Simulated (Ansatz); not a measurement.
**AlNi: pressure against volume**

AlNi, P4/mmm, a = 2.859 Å, c = 2.869 Å. The structure is a Materials Project entry; whether it is the stable form wasn't checked. Ansatz: PBEsol, PAW, 420 eV, Γ-centred 16×16×14 mesh on 2 atoms, Gaussian smearing 0.10 eV; no spin polarisation. Shape and atoms are relaxed at each volume; pressure is positive in compression.

| V (Å³/atom) | P (GPa) |
| --- | --- |
| 10.317 | ? |
| 10.669 | 20.03 |
| 11.020 | 12.25 |
| 11.372 | 5.63 |
| 11.724 | 0.00 |
| 12.076 | -4.81 |
| 12.427 | -8.90 |
| 12.896 | -13.43 |

Take V0 = 11.724 Å³/atom, fit the third-order Birch–Murnaghan form to the other rows, and predict the missing pressure.

With the Eulerian strain f = ½[(V0/V)^(2/3) − 1] and y = P/[3f(1 + 2f)^(5/2)], the form is the line y = B0 + 1.5 B0 (B0′ − 4) f. Rows (f, y): 0.03244, 175.9; 0.02107, 174.8; 0.01027, 173.7; -0.00976, 172.6; -0.01904, 171.7; -0.03077, 170.5. Means f = 0.0007017, y = 173.20; Σ(Δf)² = 0.003003, ΣΔfΔy = 0.2439; the slope is their ratio. y = 173.1 + 81.22 f GPa, so B0 = 173.1 GPa and B0′ = 4 + 2 × (81.22)/(3 × 173.1) = 4.31. At V = 10.317, f = 0.04448, y = 176.71 and P = 29.18 GPa. The run gave 29.18 GPa, the same to the digits shown.